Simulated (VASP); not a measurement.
# Sc (Im-3m) in VASP: density of states with PBE

Aim: the density of states of Sc with PBE.

All numbers are computed with VASP 6.6.1; they aren't measurements. Logs are shortened: lines on timing, memory, paths and dates and some standing lists are left out, and cuts for length are marked.

## (1) The structure

Symmetry: Im-3m, No. 229, cubic system. The conventional cell has a = 3.563 Å, b = 3.563 Å, c = 3.563 Å, α = 90.00°, β = 90.00°, γ = 90.00°. Sc (site symmetry m-3m) is surrounded by 8 Sc at 3.09 Å.

The cell was built by a generator and needn't be a form met in nature.

## (2) Density of states, PBE

POSCAR

```
Sc
1.0
   -1.7814420000      1.7814420000      1.7814420000
    1.7814420000     -1.7814420000      1.7814420000
    1.7814420000      1.7814420000     -1.7814420000
Sc
1
Direct
    0.0000000000      0.0000000000      0.0000000000
```

INCAR.step1

```
PREC = Accurate
ENCUT = 520
EDIFF = 1E-6
ISMEAR = -1
SIGMA = 0.1
LREAL = False
LASPH = True
NELM = 60
ALGO = Normal
ISIF = 2
LWAVE = False
LCHARG = True
LMAXMIX = 4
GGA = PE
NBANDS = 12
```

KPOINTS.step1

```
Automatic mesh
0
Gamma
  13 13 13
```

INCAR.step2

```
PREC = Accurate
ENCUT = 520
EDIFF = 1E-6
ISMEAR = -5
SIGMA = 0.1
LREAL = False
LASPH = True
NELM = 60
ALGO = Normal
ISIF = 2
LWAVE = False
LCHARG = False
LMAXMIX = 4
GGA = PE
LORBIT = 11
NEDOS = 1001
ICHARG = 11
```

KPOINTS.step2

```
Automatic mesh
0
Gamma
  20 20 20
```

Potentials or basis: VASP PAW PBE potentials, release 64 (Sc_sv).

Started as:

```console
$ cat potpaw_PBE.64/Sc_sv/POTCAR > POTCAR
$ cp INCAR.step1 INCAR
$ cp KPOINTS.step1 KPOINTS
$ mpirun -np 1 vasp_std > vasp.out
$ cp INCAR.step2 INCAR
$ cp KPOINTS.step2 KPOINTS
$ mpirun -np 1 vasp_std > vasp.out
```

OUTCAR:

```text
PREC = Accurate
   ENCUT = 520
   EDIFF = 1E-6
   ISMEAR = -5
   LREAL = False
   LASPH = True
   NELM = 60
   ISIF = 2
   GGA = PE
   LORBIT = 11
   ICHARG = 11

 ion  position               nearest neighbor table
   1  0.000  0.000  0.000-

  LATTYP: Found a body centered cubic cell.
 ALAT       =     3.5628840000

  Lattice vectors:

 A1 = (  -1.7814420000,   1.7814420000,   1.7814420000)
 A2 = (   1.7814420000,  -1.7814420000,   1.7814420000)
 A3 = (   1.7814420000,   1.7814420000,  -1.7814420000)

Analysis of symmetry for initial positions (statically):
=====================================================================
 Subroutine PRICEL returns:
 Original cell was already a primitive cell.

 Routine SETGRP: Setting up the symmetry group for a
 body centered cubic supercell.

 Subroutine GETGRP returns: Found 48 space group operations
 (whereof 48 operations were pure point group operations)
 out of a pool of 48 trial point group operations.

The static configuration has the point symmetry O_h .

Analysis of symmetry for dynamics (positions and initial velocities):
=====================================================================
 Subroutine PRICEL returns:
 Original cell was already a primitive cell.

 Routine SETGRP: Setting up the symmetry group for a
 body centered cubic supercell.

 Subroutine GETGRP returns: Found 48 space group operations
 (whereof 48 operations were pure point group operations)
 out of a pool of 48 trial point group operations.

The dynamic configuration has the point symmetry O_h .

 Subroutine INISYM returns: Found 48 space group operations
 (whereof 48 operations are pure point group operations),
 and found     1 'primitive' translations

----------------------------------------------------------------------------------------

                                     Primitive cell

  volume of cell :      22.6139

  direct lattice vectors                    reciprocal lattice vectors
    -1.781442000  1.781442000  1.781442000     0.000000000  0.280671501  0.280671501
     1.781442000 -1.781442000  1.781442000     0.280671501  0.000000000  0.280671501
     1.781442000  1.781442000 -1.781442000     0.280671501  0.280671501  0.000000000

  length of vectors
     3.085548055  3.085548055  3.085548055     0.396929443  0.396929443  0.396929443

  position of ions in fractional coordinates (direct lattice)
     0.000000000  0.000000000  0.000000000

  ion indices of the primitive-cell ions
   primitive index   ion index
                 1           1

----------------------------------------------------------------------------------------

 KPOINTS: Automatic mesh

Automatic generation of k-mesh.
 Grid dimensions read from file:
 generate k-points for:   20   20   20

 Generating k-lattice:

  Cartesian coordinates                     Fractional coordinates (reciprocal lattice)
     0.000000000  0.014033575  0.014033575     0.050000000  0.000000000  0.000000000
     0.014033575  0.000000000  0.014033575     0.000000000  0.050000000  0.000000000
     0.014033575  0.014033575  0.000000000     0.000000000  0.000000000  0.050000000

  Length of vectors
     0.019846472  0.019846472  0.019846472

  Shift w.r.t. Gamma in fractional coordinates (k-lattice)
     0.000000000  0.000000000  0.000000000

 TETIRR: Found   9408 inequivalent tetrahedra from    48000

 Subroutine IBZKPT returns following result:
 ===========================================

 Found    256 irreducible k-points:

 Following reciprocal coordinates:
            Coordinates               Weight
  0.000000  0.000000  0.000000      1.000000
  0.050000  0.000000  0.000000     12.000000
  0.100000  0.000000  0.000000     12.000000
  0.150000  0.000000  0.000000     12.000000
  0.200000  0.000000  0.000000     12.000000
  0.250000  0.000000  0.000000     12.000000
[... 16 lines left out ...]
  0.200000  0.100000  0.000000     48.000000
  0.250000  0.100000 -0.000000     48.000000
 [... further k-points ...]
   k-points           NKPTS =    256   k-points in BZ     NKDIM =    256   number of bands    NBANDS=      9
   number of dos      NEDOS =   1001   number of ions     NIONS =      1
   total plane-waves  NPLWV =  13824
   dimension x,y,z NGX =    24 NGY =   24 NGZ =   24
   dimension x,y,z NGXF=    48 NGYF=   48 NGZF=   48
   ions per type =               1
   NGX,Y,Z   is equivalent  to a cutoff of  12.93, 12.93, 12.93 a.u.
   NGXF,Y,Z  is equivalent  to a cutoff of  25.86, 25.86, 25.86 a.u.
 SYSTEM =  unknown system
   PREC   = accura    normal or accurate (medium, high low for compatibility)
   ISTART =      0    job   : 0-new  1-cont  2-samecut
   ICHARG =     11    charge: 1-file 2-atom 10-const
   ISPIN  =      1    spin polarized calculation?
   LNONCOLLINEAR =      F non collinear calculations
   LSORBIT =      F    spin-orbit coupling
   LASPH  =      T    aspherical Exc in radial PAW
   ENCUT  =  520.0 eV  38.22 Ry    6.18 a.u.   5.74  5.74  5.74*2*pi/ulx,y,z
   NELM   =     60;   NELMIN=  2; NELMDL=  0     # of ELM steps
   EDIFF  = 0.1E-05   stopping-criterion for ELM
   LREAL  =      F    real-space projection
   EDIFFG = 0.1E-04   stopping-criterion for IOM
   NSW    =      0    number of steps for IOM
   IBRION =     -1    ionic relax: 0-MD 1-quasi-New 2-CG
   NFREE  =      0    steps in history (QN), initial steepest desc. (CG)
   ISIF   =      2    stress and relaxation
   ISYM   =      2    0-nonsym 1-usesym 2-fastsym
   POTIM  = 0.5000    time-step for ionic-motion
   TEBEG  =    0.0;   TEEND  =   0.0 temperature during run
   PSTRESS=    0.0 pullay stress
   NELECT =      11.0000    total number of electrons
   NUPDOWN=      -1.0000    fix difference up-down
   EMIN   =  10.00;   EMAX   =-10.00  energy-range for DOS
   EFERMI =   0.00;   METHOD = LEGACY
   ISMEAR =    -5;   SIGMA  =   0.10  broadening in eV -4-tet -1-fermi 0-gaus
   EFERMI_NEDOS =   21; number of points for ismear=-14 and -15
   IALGO  =     38    algorithm
   IMIX   =      4    mixing-type and parameters
     AMIX     =   0.40;   BMIX     =  1.00
     AMIX_MAG =   1.60;   BMIX_MAG =  1.00
  volume/ion in A,a.u.               =      22.61       152.61
  Fermi-wavevector in a.u.,A,eV,Ry     =   1.287500  2.433023 22.553797  1.657657
  Thomas-Fermi vector in A             =   2.419511
   LORBIT       =     11    0 simple, 1 ext, 2 COOP (PROOUT), +10 PAW based schemes
   GGA     = PE    functional components
   LHFCALC =     F    Hartree Fock is set to
   AEXX    =    0.0000 exact exchange contribution
   IVDW    =     0    specifies the selected vdW correction
   LEPSILON=     F    determine dielectric tensor
   LRPA    =     F    only Hartree local field effects (RPA)
 non-spin polarized calculation
 Fermi weights with tetrahedron method with Bloechl corrections
  energy-cutoff  :      520.00
  volume of cell :       22.61
 maximum number of plane-waves:       629

 number of electron      10.9999997 magnetization

 Free energy of the ion-electron system (eV)
  ---------------------------------------------------
  ext. energy  EPLUGINS =         0.00000000
  ---------------------------------------------------
  free energy    TOTEN  =        -6.10519312 eV

  energy without entropy =       -6.10519312  energy(sigma->0) =       -6.10519312

 E-fermi :   4.3398     XC(G=0): -10.2305

 val. band max:        4.3341794578   @ k =   0.2000   0.1500   0.1500
 cond. band min:       4.3420609719   @ k =  -0.3500   0.4000   0.1500
 fundamental gap:      0.0078815141
 Fermi energy:         4.3397531516

 k-point     1 :       0.0000    0.0000    0.0000
  band No.  band energies     occupation
      1     -45.0334      2.00000
      2     -23.3848      2.00000
      3     -23.3848      2.00000
      4     -23.3848      2.00000
      5      -1.0765      2.00000
      6       5.8985      0.00000
      7       5.8985      0.00000
      8       5.8985      0.00000
      9       7.4598      0.00000

 k-point     2 :       0.0500    0.0000    0.0000
  band No.  band energies     occupation
      1     -45.0312      2.00000
      2     -23.3983      2.00000
      3     -23.3890      2.00000
      4     -23.3849      2.00000
      5      -1.0037      2.00000
      6       5.8601      0.00000
      7       5.8851      0.00000
      8       5.9539      0.00000
      9       7.4264      0.00000

 k-point     3 :       0.1000    0.0000    0.0000
  band No.  band energies     occupation
      1     -45.0247      2.00000
      2     -23.4371      2.00000
      3     -23.4009      2.00000
      4     -23.3852      2.00000
      5      -0.7888      2.00000
      6       5.7512      0.00000
      7       5.8310      0.00000
      8       6.1179      0.00000
      9       7.3003      0.00000

 k-point     4 :       0.1500    0.0000    0.0000
  band No.  band energies     occupation
      1     -45.0147      2.00000
      2     -23.4971      2.00000
      3     -23.4195      2.00000
      4     -23.3855      2.00000
      5      -0.4428      2.00000
      6       5.5879      0.00000
      7       5.7025      0.00000
      8       6.3837      0.00000
      9       7.1969      0.00000
[... 205 lines left out ...]
 k-point    22 :       0.1500    0.1000    0.0000
  band No.  band energies     occupation
      1     -44.9969      2.00000
      2     -23.5965      2.00000
      3     -23.4416      2.00000
      4     -23.4015      2.00000
      5       0.2079      2.00000
      6       5.3398      0.00000
      7       5.3662      0.00000
      8       6.9240      0.00000
      9       7.0472      0.00000

 k-point    23 :       0.2000    0.1000    0.0000
  band No.  band energies     occupation
      1     -44.9835      2.00000
      2     -23.6687      2.00000
      3     -23.4699      2.00000
      4     -23.4034      2.00000
      5       0.7389      2.00000
      6       5.0864      0.00000
      7       5.1686      0.00000
      8       7.0698      0.00000
      9       7.3576      0.00000

 k-point    24 :       0.2500    0.1000   -0.0000
  band No.  band energies     occupation
      1     -44.9700      2.00000
      2     -23.7393      2.00000
      3     -23.4994      2.00000
      4     -23.4047      2.00000
      5       1.3086      2.00000
      6       4.8442      0.00000
      7       4.9860      0.00000
      8       7.1559      0.00000
      9       7.7996      0.00000

 [... further k-points ...]

------------------------ aborting loop because EDIFF is reached ----------------------------------------

  FORCE on cell =-STRESS in cart. coord.  units (eV):
  Direction    XX          YY          ZZ          XY          YZ          ZX
  --------------------------------------------------------------------------------------
  -------------------------------------------------------------------------------------
  Total        0.7245317      0.7245317      0.7245317      0.0000000      0.0000000      0.0000000
  in kB       51.3325622     51.3325622     51.3325622      0.0000000      0.0000000      0.0000000
  external PRESSURE =      51.3325622 kB  Pullay stress =       0.0000000 kB

 VOLUME and BASIS-vectors are now :
 -----------------------------------------------------------------------------
  energy-cutoff  :      520.00
  volume of cell :       22.61
      direct lattice vectors                 reciprocal lattice vectors
    -1.781442000  1.781442000  1.781442000     0.000000000  0.280671501  0.280671501
     1.781442000 -1.781442000  1.781442000     0.280671501  0.000000000  0.280671501
     1.781442000  1.781442000 -1.781442000     0.280671501  0.280671501  0.000000000

 POSITION                                       TOTAL-FORCE (eV/Angst)
 -----------------------------------------------------------------------------------
      0.00000      0.00000      0.00000        -0.000000      0.000000     -0.000000
 -----------------------------------------------------------------------------------
    total drift:                               -0.000000     -0.000000      0.000000

  FREE ENERGIE OF THE ION-ELECTRON SYSTEM (eV)
  ---------------------------------------------------
  free  energy   TOTEN  =        -6.1051931233 eV

  energy  without entropy=       -6.1051931233  energy(sigma->0) =       -6.10519312

 total charge

# of ion       s       p       d       tot
------------------------------------------
    1        2.286   6.122   1.047   9.455
```

Wall time 18 s (1 thread of Intel Xeon 6975P-C (Granite Rapids), shared host); peak memory 0.18 GiB.

Results:

- Valence electrons inside the program's atomic spheres: Sc 9.46

Levels at points of the mesh, in eV from the Fermi level:
| k point | band 1 | band 2 | band 3 | band 4 | band 5 | band 6 | band 7 | band 8 | band 9 |
| --- | --- | --- | --- | --- | --- | --- | --- | --- | --- |
| (0.00, 0.00, 0.00) | -49.37 | -27.72 | -27.72 | -27.72 | -5.42 | 1.56 | 1.56 | 1.56 | 3.12 |
| (0.50, 0.00, 0.00) | -49.28 | -28.25 | -27.89 | -27.73 | -1.93 | 0.25 | 0.63 | 3.11 | 3.47 |
| (0.50, 0.50, 0.50) | -49.22 | -28.09 | -28.09 | -28.09 | -1.44 | -1.44 | 4.26 | 4.26 | 4.26 |

States per cell in windows of 1 eV (zero at the Fermi level; states under -8 eV left out):
```
from (eV)  total  Sc1_d  Sc1_p  Sc1_s
     -8.0   0.00   0.00   0.00   0.00
     -7.0   0.00   0.00   0.00   0.00
     -6.0   0.02   0.00   0.00   0.01
     -5.0   0.12   0.00   0.00   0.04
     -4.0   0.22   0.01   0.02   0.06
     -3.0   0.42   0.06   0.03   0.08
     -2.0   1.05   0.39   0.06   0.10
     -1.0   1.22   0.61   0.09   0.01
      0.0   2.21   1.36   0.13   0.01
      1.0   0.73   0.56   0.01   0.00
      2.0   1.57   1.29   0.02   0.01
      3.0   2.40   2.13   0.03   0.02
      4.0   0.21   0.18   0.01   0.00
      5.0   0.00   0.00   0.00   0.00
      6.0   0.00   0.00   0.00   0.00
```

Caveat: tetrahedron occupations give inexact forces and stress in metals.
